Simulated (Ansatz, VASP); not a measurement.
# Al: VASP beside Ansatz

```xyz
1
Lattice="0.0000 2.0374 2.0374 2.0374 0.0000 2.0374 2.0374 2.0374 0.0000" Properties=species:S:1:pos:R:3 pbc="T T T"
Al    0.0000    0.0000    0.0000
```

Change from the starting cell: volume scaled by 1.02, crystal datasets.

Alike in both runs: task electric field gradients; functional PBEsol; k mesh 14 × 14 × 14; occupations fermi-dirac, width 0.05 eV; no spin polarisation.

```csv
,VASP,Ansatz
version,VASP 6.6.1,Ansatz 0.2.0
potentials or method,"VASP PAW PBE potentials, release 64 (Al), cutoff 520 eV","all-electron PAW with datasets made for the crystal, scalar-relativistic"
```

VASP gave:

| Item | Value |
| --- | --- |
| pressure (GPa) | -3.4 |
| Vzz of the field gradient on the site that differs most (V/Å²) | 0.0 |

Task: Estimate Ansatz's values.

Result: Pressure (GPa): -3.5; Vzz of the field gradient on the site that differs most (V/Å²): 0.0.

Ansatz ran all-electron here, so the differences hold the error of VASP's frozen core and of both bases.

Caveats: the PAW data sets were made with another functional, which shifts forces and pressure a little (VASP).
